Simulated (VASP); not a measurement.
# TiO2 in VASP: work function with PBEsol

Aim: the work function of TiO2 with PBEsol.

Everything below comes from runs of VASP 6.6.1. Logs are shortened: lines on timing, memory, paths and dates and some standing lists are left out, and cuts for length are marked.

**1. The slab as given**

The cell holds a slab with vacuum, 18 atoms: a = 6.494 Å, b = 2.957 Å, c = 25.028 Å, α = 90.00°, β = 90.00°, γ = 90.00°.

**2. Work function, PBEsol**

INCAR

```
SYSTEM = TiO2
PREC     = Accurate       ! precision mode
ENCUT    = 520            ! plane-wave cutoff, eV
EDIFF    = 1E-7           ! SCF threshold, eV
ISMEAR   = 0              ! smearing method
SIGMA    = 0.05           ! smearing width, eV
LREAL    = .FALSE.        ! projectors in reciprocal space
LASPH    = .TRUE.         ! aspherical terms in the spheres
NELM     = 100            ! most SCF steps
ALGO     = Fast           ! electronic algorithm
ISIF     = 2              ! what is computed and relaxed
LWAVE    = .FALSE.        ! write WAVECAR
LCHARG   = .TRUE.         ! write CHGCAR
LDIPOL   = .TRUE.       
IDIPOL   = 3            
DIPOL    = 0.5 0.5 0.500
GGA      = PS             ! functional
LVHAR    = .TRUE.       
LVACPOTAV= .TRUE.       
KPAR     = 8
```

KPOINTS

```
regular mesh
0
G
  4 8 1
  0 0 0
```

POSCAR

```
TiO2                                    
1.0
    6.4943515210      0.0000000000      0.0000000000
    0.0000000000      2.9574000000      0.0000000000
    0.0000000000      0.0000000000     25.0276681620
  O               Ti            
    12     6
Direct
     0.0000000000000000    0.0000000000000000    0.3220534748875608
     0.5000000000000000    0.0000000000000000    0.4487713595106976
     0.6858457496321594    0.5000000000000000    0.3636243017917723
     0.0000000000000000    0.0000000000000000    0.4230324651008530
     0.3141542503678406    0.5000000000000000    0.3636243017917723
     0.0000000000000000    0.0000000000000000    0.5769675348991471
     0.2045397093838748    0.5000000000000000    0.5000000000000000
     0.5000000000000000    0.0000000000000000    0.5512286404893023
     0.7954602906161251    0.5000000000000000    0.5000000000000000
     0.6858457496321594    0.5000000000000000    0.6363756982082278
     0.0000000000000000    0.0000000000000000    0.6779465251124394
     0.3141542503678406    0.5000000000000000    0.6363756982082278
     0.5000000000000000    0.0000000000000000    0.3754269742525166
     0.0000000000000000    0.5000000000000000    0.3651008724748430
     0.0000000000000000    0.0000000000000000    0.5000000000000000
     0.5000000000000000    0.5000000000000000    0.5000000000000000
     0.5000000000000000    0.0000000000000000    0.6245730257474836
     0.0000000000000000    0.5000000000000000    0.6348991275251570
```

Potentials or basis: VASP PAW PBE potentials, release 64 (O, Ti_sv).

Launch:

```console
$ cat potpaw_PBE.64/O/POTCAR potpaw_PBE.64/Ti_sv/POTCAR > POTCAR
$ mpirun -np 8 vasp_std > vasp.out
```

OUTCAR:

```text
SYSTEM = TiO2
   PREC = Accurate
   ENCUT = 520
   EDIFF = 1E-7
   ISMEAR = 0
   LREAL = .FALSE.
   LASPH = .TRUE.
   NELM = 100
   ISIF = 2
   GGA = PS

 ion  position               nearest neighbor table
   1  0.000  0.000  0.322-  14 1.83  14 1.83
   2  0.500  0.000  0.449-  13 1.84  16 1.96  16 1.96
   3  0.686  0.500  0.364-  13 1.93  13 1.93  14 2.04
   4  0.000  0.000  0.423-  15 1.93  14 2.07  14 2.07
   5  0.314  0.500  0.364-  13 1.93  13 1.93  14 2.04
   6  0.000  0.000  0.577-  15 1.93  18 2.07  18 2.07
   7  0.205  0.500  0.500-  16 1.92  15 1.99  15 1.99
   8  0.500  0.000  0.551-  17 1.84  16 1.96  16 1.96
   9  0.795  0.500  0.500-  16 1.92  15 1.99  15 1.99
  10  0.686  0.500  0.636-  17 1.93  17 1.93  18 2.04
  11  0.000  0.000  0.678-  18 1.83  18 1.83
  12  0.314  0.500  0.636-  17 1.93  17 1.93  18 2.04
  13  0.500  0.000  0.375-   2 1.84   3 1.93   5 1.93   3 1.93   5 1.93
  14  0.000  0.500  0.365-   1 1.83   1 1.83   5 2.04   3 2.04   4 2.07   4 2.07
  15  0.000  0.000  0.500-   4 1.93   6 1.93   7 1.99   9 1.99   7 1.99   9 1.99
  16  0.500  0.500  0.500-   7 1.92   9 1.92   8 1.96   2 1.96   2 1.96   8 1.96
  17  0.500  0.000  0.625-   8 1.84  10 1.93  12 1.93  10 1.93  12 1.93
  18  0.000  0.500  0.635-  11 1.83  11 1.83  12 2.04  10 2.04   6 2.07   6 2.07

  LATTYP: Found a simple orthorhombic cell.
 ALAT       =     2.9574000000
 B/A-ratio  =     2.1959665656
 C/A-ratio  =     8.4627267742

  Lattice vectors:

 A1 = (   0.0000000000,  -2.9574000000,   0.0000000000)
 A2 = (   6.4943515210,   0.0000000000,   0.0000000000)
 A3 = (   0.0000000000,   0.0000000000,  25.0276681620)

Analysis of symmetry for initial positions (statically):
=====================================================================
 Subroutine PRICEL returns:
 Original cell was already a primitive cell.

 Routine SETGRP: Setting up the symmetry group for a
 simple orthorhombic supercell.

 Subroutine GETGRP returns: Found  8 space group operations
 (whereof  8 operations were pure point group operations)
 out of a pool of  8 trial point group operations.

The static configuration has the point symmetry D_2h.

Analysis of symmetry for dynamics (positions and initial velocities):
=====================================================================
 Subroutine PRICEL returns:
 Original cell was already a primitive cell.

 Routine SETGRP: Setting up the symmetry group for a
 simple orthorhombic supercell.

 Subroutine GETGRP returns: Found  8 space group operations
 (whereof  8 operations were pure point group operations)
 out of a pool of  8 trial point group operations.

The dynamic configuration has the point symmetry D_2h.

 Subroutine INISYM returns: Found  8 space group operations
 (whereof  8 operations are pure point group operations),
 and found     1 'primitive' translations

----------------------------------------------------------------------------------------

                                     Primitive cell

  volume of cell :     480.6913

  direct lattice vectors                    reciprocal lattice vectors
     6.494351521  0.000000000  0.000000000     0.153979962  0.000000000  0.000000000
     0.000000000  2.957400000  0.000000000     0.000000000  0.338134848  0.000000000
     0.000000000  0.000000000 25.027668162     0.000000000  0.000000000  0.039955780

  length of vectors
     6.494351521  2.957400000 25.027668162     0.153979962  0.338134848  0.039955780

  position of ions in fractional coordinates (direct lattice)
     0.000000000  0.000000000  0.322053475
     0.500000000  0.000000000  0.448771360
     0.685845750  0.500000000  0.363624302
     0.000000000  0.000000000  0.423032465
     0.314154250  0.500000000  0.363624302
     0.000000000  0.000000000  0.576967535
[... 10 lines left out ...]
     0.500000000  0.000000000  0.624573026
     0.000000000  0.500000000  0.634899128

  ion indices of the primitive-cell ions
   primitive index   ion index
                 1           1
                 2           2
                 3           3
                 4           4
                 5           5
                 6           6
[... 10 lines left out ...]
                17          17
                18          18

----------------------------------------------------------------------------------------

 KPOINTS: regular mesh

Automatic generation of k-mesh.
 Grid dimensions read from file:
 generate k-points for:    4    8    1

 Generating k-lattice:

  Cartesian coordinates                     Fractional coordinates (reciprocal lattice)
     0.038494990  0.000000000  0.000000000     0.250000000  0.000000000  0.000000000
     0.000000000  0.042266856  0.000000000     0.000000000  0.125000000  0.000000000
     0.000000000  0.000000000  0.039955780     0.000000000  0.000000000  1.000000000

  Length of vectors
     0.038494990  0.042266856  0.039955780

  Shift w.r.t. Gamma in fractional coordinates (k-lattice)
     0.000000000  0.000000000  0.000000000

 Subroutine IBZKPT returns following result:
 ===========================================

 Found     15 irreducible k-points:

 Following reciprocal coordinates:
            Coordinates               Weight
  0.000000  0.000000  0.000000      1.000000
  0.250000  0.000000  0.000000      2.000000
  0.500000  0.000000  0.000000      1.000000
  0.000000  0.125000  0.000000      2.000000
  0.250000  0.125000  0.000000      4.000000
  0.500000  0.125000  0.000000      2.000000
  0.000000  0.250000  0.000000      2.000000
  0.250000  0.250000  0.000000      4.000000
  0.500000  0.250000  0.000000      2.000000
  0.000000  0.375000  0.000000      2.000000
  0.250000  0.375000  0.000000      4.000000
  0.500000  0.375000  0.000000      2.000000
  0.000000  0.500000  0.000000      1.000000
  0.250000  0.500000  0.000000      2.000000
  0.500000  0.500000  0.000000      1.000000
   k-points           NKPTS =     15   k-points in BZ     NKDIM =     15   number of bands    NBANDS=     86
   number of dos      NEDOS =    301   number of ions     NIONS =     18
   total plane-waves  NPLWV = 221184
   dimension x,y,z NGX =    48 NGY =   24 NGZ =  192
   dimension x,y,z NGXF=    96 NGYF=   48 NGZF=  384
   ions per type =              12   6
   NGX,Y,Z   is equivalent  to a cutoff of  12.29, 13.49, 12.75 a.u.
   NGXF,Y,Z  is equivalent  to a cutoff of  24.57, 26.98, 25.51 a.u.
 SYSTEM =  TiO2
   PREC   = accura    normal or accurate (medium, high low for compatibility)
   ISTART =      0    job   : 0-new  1-cont  2-samecut
   ICHARG =      2    charge: 1-file 2-atom 10-const
   ISPIN  =      1    spin polarized calculation?
   LNONCOLLINEAR =      F non collinear calculations
   LSORBIT =      F    spin-orbit coupling
   LASPH  =      T    aspherical Exc in radial PAW
   ENCUT  =  520.0 eV  38.22 Ry    6.18 a.u.  12.08  5.50 46.53*2*pi/ulx,y,z
   NELM   =    100;   NELMIN=  2; NELMDL= -5     # of ELM steps
   EDIFF  = 0.1E-06   stopping-criterion for ELM
   LREAL  =      F    real-space projection
   EDIFFG = 0.1E-05   stopping-criterion for IOM
   NSW    =      0    number of steps for IOM
   IBRION =     -1    ionic relax: 0-MD 1-quasi-New 2-CG
   NFREE  =      0    steps in history (QN), initial steepest desc. (CG)
   ISIF   =      2    stress and relaxation
   ISYM   =      2    0-nonsym 1-usesym 2-fastsym
   POTIM  = 0.5000    time-step for ionic-motion
   TEBEG  =    0.0;   TEEND  =   0.0 temperature during run
   PSTRESS=    0.0 pullay stress
   NELECT =     144.0000    total number of electrons
   NUPDOWN=      -1.0000    fix difference up-down
   EMIN   =  10.00;   EMAX   =-10.00  energy-range for DOS
   EFERMI =   0.00;   METHOD = LEGACY
   ISMEAR =     0;   SIGMA  =   0.05  broadening in eV -4-tet -1-fermi 0-gaus
   EFERMI_NEDOS =   21; number of points for ismear=-14 and -15
   IALGO  =     68    algorithm
   IMIX   =      4    mixing-type and parameters
     AMIX     =   0.40;   BMIX     =  1.00
     AMIX_MAG =   1.60;   BMIX_MAG =  1.00
  volume/ion in A,a.u.               =      26.71       180.21
  Fermi-wavevector in a.u.,A,eV,Ry     =   1.095402  2.070010 16.325710  1.199906
  Thomas-Fermi vector in A             =   2.231725
   LORBIT       =      0    0 simple, 1 ext, 2 COOP (PROOUT), +10 PAW based schemes
   GGA     = PS    functional components
   LHFCALC =     F    Hartree Fock is set to
   AEXX    =    0.0000 exact exchange contribution
   IVDW    =     0    specifies the selected vdW correction
   LEPSILON=     F    determine dielectric tensor
   LRPA    =     F    only Hartree local field effects (RPA)
 non-spin polarized calculation
 RMM-DIIS sequential band-by-band and
 Gauss-broadening in eV      SIGMA  =   0.05
  energy-cutoff  :      520.00
  volume of cell :      480.69
 maximum number of plane-waves:     12992
   NGX = 25   NGY = 11   NGZ = 93

 number of electron     143.9999930 magnetization

 dipolmoment           0.000000      0.000000      0.000000 electrons x Angstroem

 Free energy of the ion-electron system (eV)
  ---------------------------------------------------
  ext. energy  EPLUGINS =         0.00000000
  ---------------------------------------------------
  free energy    TOTEN  =      -166.24638828 eV

  energy without entropy =     -166.24638828  energy(sigma->0) =     -166.24638828

 E-fermi :  -2.3800     XC(G=0):  -5.0317

 val. band max:       -2.6844718467   @ k =   0.0000   0.0000   0.0000
 cond. band min:      -1.2744951854   @ k =   0.0000   0.0000   0.0000
 fundamental gap:      1.4099766612
 Fermi energy:        -2.3799512169

 k-point     1 :       0.0000    0.0000    0.0000
  band No.  band energies     occupation
      1     -59.8055      2.00000
      2     -59.4976      2.00000
      3     -59.4975      2.00000
      4     -58.9596      2.00000
      5     -58.3754      2.00000
      6     -58.3754      2.00000
[... 1294 lines left out ...]
     83       1.2344      0.00000
     84       1.3411      0.00000
 [bands above 84 left out]

------------------------ aborting loop because EDIFF is reached ----------------------------------------

  FORCE on cell =-STRESS in cart. coord.  units (eV):
  Direction    XX          YY          ZZ          XY          YZ          ZX
  --------------------------------------------------------------------------------------
  -------------------------------------------------------------------------------------
  Total       -0.4473518     -5.5199666     -0.2400230     -0.0000000      0.0000000      0.0000000
  in kB       -1.4910546    -18.3984307     -0.8000134     -0.0000000      0.0000000      0.0000000
  external PRESSURE =      -6.8964996 kB  Pullay stress =       0.0000000 kB

 VOLUME and BASIS-vectors are now :
 -----------------------------------------------------------------------------
  energy-cutoff  :      520.00
  volume of cell :      480.69
      direct lattice vectors                 reciprocal lattice vectors
     6.494351521  0.000000000  0.000000000     0.153979962  0.000000000  0.000000000
     0.000000000  2.957400000  0.000000000     0.000000000  0.338134848  0.000000000
     0.000000000  0.000000000 25.027668162     0.000000000  0.000000000  0.039955780

 POSITION                                       TOTAL-FORCE (eV/Angst)
 -----------------------------------------------------------------------------------
      0.00000      0.00000      8.06025         0.000000      0.000000     -0.002779
      3.24718      0.00000     11.23170         0.000000     -0.000000      0.011033
      4.45412      1.47870      9.10067        -0.006944     -0.000000     -0.001400
      0.00000      0.00000     10.58752         0.000000     -0.000000      0.011788
      2.04023      1.47870      9.10067         0.006944     -0.000000     -0.001400
      0.00000      0.00000     14.44015         0.000000     -0.000000     -0.011788
[... 10 lines left out ...]
      3.24718      0.00000     15.63161         0.000000     -0.000000      0.001555
      0.00000      1.47870     15.89004         0.000000     -0.000000      0.012405
 -----------------------------------------------------------------------------------
    total drift:                                0.000000      0.000000     -0.000000

  FREE ENERGIE OF THE ION-ELECTRON SYSTEM (eV)
  ---------------------------------------------------
  free  energy   TOTEN  =      -166.2463882774 eV

  energy  without entropy=     -166.2463882774  energy(sigma->0) =     -166.24638828

 vacuum level on the upper side and lower side of the slab         4.732         4.732
```

It took 12 min on 8 MPI ranks of Intel Xeon Platinum 8488C (Sapphire Rapids), shared host; peak memory 0.78 GiB.

What came out:

```
Free energy                            : -166.2464 eV
Largest force                          : 0.012 eV/Å
Band gap on the k mesh                 : 1.41 eV, direct
Ionisation potential of the upper face : 7.42 eV
```

Forces in eV/Å, atoms in the order of the input:
```
O    0.000  0.000 -0.003
O    0.000  0.000  0.011
O   -0.007  0.000 -0.001
O    0.000  0.000  0.012
O    0.007  0.000 -0.001
O    0.000  0.000 -0.012
O    0.004  0.000  0.000
O    0.000  0.000 -0.011
O   -0.004  0.000  0.000
O   -0.007  0.000  0.001
O    0.000  0.000  0.003
O    0.007  0.000  0.001
Ti   0.000  0.000 -0.002
Ti   0.000  0.000 -0.012
Ti   0.000  0.000  0.000
Ti   0.000  0.000  0.000
Ti   0.000  0.000  0.002
Ti   0.000  0.000  0.012
```

Caveat: the PAW data sets were made with another functional, which shifts forces and pressure a little. PBEsol gaps usually lie below the measured ones, often by a third to a half.
